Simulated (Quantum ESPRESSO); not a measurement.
CuO:

```
Cu O
1.0
     2.55255    0.00000    0.00000
     0.00000    2.55255    0.00000
     0.00000    0.00000    2.55255
Cu O
1 1
Direct
  0.00000 0.00000 0.00000
  0.50000 0.50000 0.50000
```

Measurements of this composition are mostly on another form, of space group No. 15.

Base run:

```yaml
Program: Quantum ESPRESSO 7.5
Functional: PBEsol
Potentials_or_basis: SSSP 1.3 efficiency PBE
Cutoff: 748 eV
Density_cutoff: 5987 eV
k_mesh: 10 × 10 × 10
Occupations: fermi-dirac, width 0.05 eV
Spin: no spin polarisation
Hubbard_terms: Cu d U = 6 eV
```

Its results: band gap on the k mesh none (metal or under the smearing width); pressure 15.2 GPa.

Question: The run is repeated on the same cell with these changes: hubbard terms from Cu d U = 6 eV to Cu d U = 8 eV. What comes out?

Answer: Band gap on the k mesh none (metal or under the smearing width); pressure 17.8 GPa.

Caveats: the potentials were made for another functional, which shifts forces and pressure; an odd number of electrons without spin polarisation forces a metal; a magnetic or distorted state may lie lower; the run has no spin polarisation, though such a crystal can be magnetic; U without spin polarisation on a metal has little footing.
